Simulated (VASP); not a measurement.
Input of a VASP 6.6.1 run:

File INCAR:

```
PREC = Accurate ; ENCUT = 520
EDIFF = 1E-7 ; ISMEAR = 0
SIGMA = 0.05 ; LREAL = F
LASPH = T ; NELM = 60
ALGO = Normal ; ISIF = 2
LWAVE = F ; LCHARG = F
LDIPOL = T ; IDIPOL = 3
DIPOL = 0.5 0.5 0.500 ; GGA = PS
IBRION = 2 ; NSW = 100
EDIFFG = -0.015 ; KPAR = 8
```

Contents of KPOINTS:

```
Automatic mesh
0
Gamma
  8 6 1
```

The input POSCAR:

```
AlN
1.0
    3.1130000000      0.0000000000      0.0000000000
    0.0000000000      4.9810000000      0.0000000000
    0.0000000000      0.0000000000     38.4661423500
Al N
18 18
Direct
    0.0000000001      0.0000000000      0.2079751052
    0.5000000000      0.5000000000      0.2313370967
    0.5000000001      0.0000000000      0.2780610799
    1.0000000000      0.5000000000      0.3014230715
    0.0000000001      0.0000000000      0.3481470547
    0.5000000000      0.5000000000      0.3715090463
    0.5000000001      0.0000000000      0.4182330294
    1.0000000000      0.5000000000      0.4415950210
    0.0000000001      0.0000000000      0.4883190042
    0.5000000000      0.5000000000      0.5116809958
    0.5000000001      0.0000000000      0.5584049790
    1.0000000000      0.5000000000      0.5817669706
    0.0000000001      0.0000000000      0.6284909537
    0.5000000000      0.5000000000      0.6518529453
    0.5000000001      0.0000000000      0.6985769285
    1.0000000000      0.5000000000      0.7219389201
    0.0000000001      0.0000000000      0.7686629033
    0.5000000000      0.5000000000      0.7920248948
    0.0000000001      0.3800000000      0.2079751052
    0.5000000000      0.8800000000      0.2313370967
    0.5000000001      0.3800000000      0.2780610799
    1.0000000000      0.8800000000      0.3014230715
    0.0000000001      0.3800000000      0.3481470547
    0.5000000000      0.8800000000      0.3715090463
    0.5000000001      0.3800000000      0.4182330294
    1.0000000000      0.8800000000      0.4415950210
    0.0000000001      0.3800000000      0.4883190042
    0.5000000000      0.8800000000      0.5116809958
    0.5000000001      0.3800000000      0.5584049790
    1.0000000000      0.8800000000      0.5817669706
    0.0000000001      0.3800000000      0.6284909537
    0.5000000000      0.8800000000      0.6518529453
    0.5000000001      0.3800000000      0.6985769285
    1.0000000000      0.8800000000      0.7219389201
    0.0000000001      0.3800000000      0.7686629033
    0.5000000000      0.8800000000      0.7920248948
```

Potentials or basis: VASP PAW PBE potentials, release 64 (Al, N).

Launch:

```sh
$ cat potpaw_PBE.64/Al/POTCAR potpaw_PBE.64/N/POTCAR > POTCAR
$ mpirun -np 8 vasp_std > vasp.out
```

Question: Predict the band gap on the k mesh.

Answer: 2.81 eV, indirect (least direct gap 2.94 eV).

Question: Predict the energy gained by relaxing.

Answer: 26.9 meV/atom.

Step by step:
| step | energy change (eV) | largest force (eV/Å) | pressure (GPa) |
| --- | --- | --- | --- |
| 1 | 0.0000 | 2.5957 | -0.99 |
| 2 | -0.7737 | 1.1448 | -0.13 |
| 3 | -0.7854 | 1.1154 | 0.02 |
| 4 | -0.9084 | 0.5511 | 0.20 |
| 5 | -0.9084 | 0.5602 | 0.20 |
| 6 | -0.9408 | 0.3286 | 0.35 |
| 7 | -0.9412 | 0.3230 | 0.34 |
| 8 | -0.9565 | 0.1644 | 0.38 |
| 9 | -0.9577 | 0.1677 | 0.40 |
| 10 | -0.9630 | 0.1198 | 0.43 |
| 11 | -0.9631 | 0.1001 | 0.42 |
| 12 | -0.9659 | 0.0604 | 0.44 |
| 13 | -0.9659 | 0.0606 | 0.45 |
| 14 | -0.9669 | 0.0437 | 0.45 |
| 15 | -0.9669 | 0.0442 | 0.45 |
| 16 | -0.9675 | 0.0286 | 0.47 |
| 17 | -0.9675 | 0.0331 | 0.47 |
| 18 | -0.9677 | 0.0231 | 0.48 |
| 19 | -0.9677 | 0.0241 | 0.48 |
| 20 | -0.9679 | 0.0170 | 0.49 |
| 21 | -0.9680 | 0.0191 | 0.50 |
| 22 | -0.9681 | 0.0209 | 0.51 |
| 23 | -0.9682 | 0.0265 | 0.53 |
| 24 | -0.9683 | 0.0169 | 0.54 |
| 25 | -0.9684 | 0.0213 | 0.55 |
| 26 | -0.9685 | 0.0133 | 0.57 |

Caveat: the PAW data sets were made with another functional, which shifts forces and pressure a little. A hybrid or GW would open this gap; PBEsol tends to underestimate it.
